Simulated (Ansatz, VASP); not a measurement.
One calculation of SnO2, two programs

Contents of INCAR:

```
SYSTEM = SnO2
PREC = Accurate ; ENCUT = 580
EDIFF = 1E-6 ; ISMEAR = -1
SIGMA = 0.05 ; LREAL = .False.
LASPH = .True. ; NELM = 100
ALGO = Normal ; ISIF = 3
LWAVE = .False. ; LCHARG = .False.
GGA = PE ; IBRION = 2
NSW = 40 ; EDIFFG = -0.01
```

Contents of KPOINTS:

```
Automatic mesh
0
Gamma
  9 9 9
  0 0 0
```

POSCAR

```
SnO2
1.0
   -2.0000686112      2.0000686112      5.1236788559
    2.0000686112     -2.0000686112      5.1236788559
    2.0000686112      2.0000686112     -5.1236788559
Sn O
2 4
Direct
    0.0000000000      0.0000000000      0.0000000000
    0.7500000000      0.2500000000      0.5000000000
    0.5465225900      0.0465225900      0.5000000000
    0.2034774100      0.2034774100      0.0000000000
    0.9534774100      0.4534774100      0.5000000000
    0.7965225900      0.7965225900      0.0000000000
```

The input input.yaml:

```yaml
crystal:
  lattice:
    - [-2.0000686112, 2.0000686112, 5.1236788559]
    - [2.0000686112, -2.0000686112, 5.1236788559]
    - [2.0000686112, 2.0000686112, -5.1236788559]
  atoms:
    - { symbol: Sn, position: [0.0, 0.0, 0.0] }
    - { symbol: Sn, position: [0.75, 0.25, 0.5] }
    - { symbol: O, position: [0.54652259, 0.04652259, 0.5] }
    - { symbol: O, position: [0.20347741, 0.20347741, 0.0] }
    - { symbol: O, position: [0.95347741, 0.45347741, 0.5] }
    - { symbol: O, position: [0.79652259, 0.79652259, 0.0] }
hamiltonian:
  xc: pbe
  pseudopotentials: { kind: paw }
kpoints:
  mp_grid: { grid: [9, 9, 9] }
scf:
  occupations: { method: fermi_dirac, width: 0.05 }
output:
  forces: true
  stress: true
  eigenvalues: true
  write_density: true
  write_potential: true
  elf: true
  volumetric_format: npy
relax:
  f_tol: 0.01
  max_steps: 40
  cell: { stress_tol: 0.05 }
```

Measurements of this composition are mostly on another form, of space group No. 136.

Alike in both runs: task relaxation of cell and atoms; functional PBE; k mesh 9 × 9 × 9; occupations fermi-dirac, width 0.05 eV; no spin polarisation.

|  | VASP | Ansatz |
| --- | --- | --- |
| version | VASP 6.6.1 | Ansatz 0.2.0 |
| potentials or method | VASP PAW PBE potentials, release 64 (Sn, O) | Ansatz PAW |
| plane-wave cutoff (eV) | 580 | 420 |
| valence electrons in the cell | 32 | 52 |

```csv
,VASP,Ansatz,Ansatz less VASP
"gap on the k mesh at the Fermi level, each at its own relaxed structure (eV)",1.29,1.32,+0.028
relaxed volume (Å³/atom),14.18,14.18,+0.002
relaxed cell length with the largest relative difference (Å),5.913,5.921,+0.0076
energy change over the relaxation (meV/atom),-9,-9,+0.2
```

The two sets of potentials don't hold the same shells in valence.

Caveats: spin-orbit coupling is left out, which moves the levels of the heavy elements; an odd mesh through Γ misses points on the zone boundary, where band edges often lie (VASP); odd divisions of the mesh miss points on the zone boundary, where band edges often lie, so the gap on the mesh can be too wide (Ansatz); the plane-wave basis is chosen anew once the cell has moved, so the energies of steps on either side of that aren't comparable (Ansatz); the pressure holds a Pulay correction of +0.7 GPa for the finite cutoff (Ansatz). A hybrid or GW would open this gap; PBE tends to underestimate it.
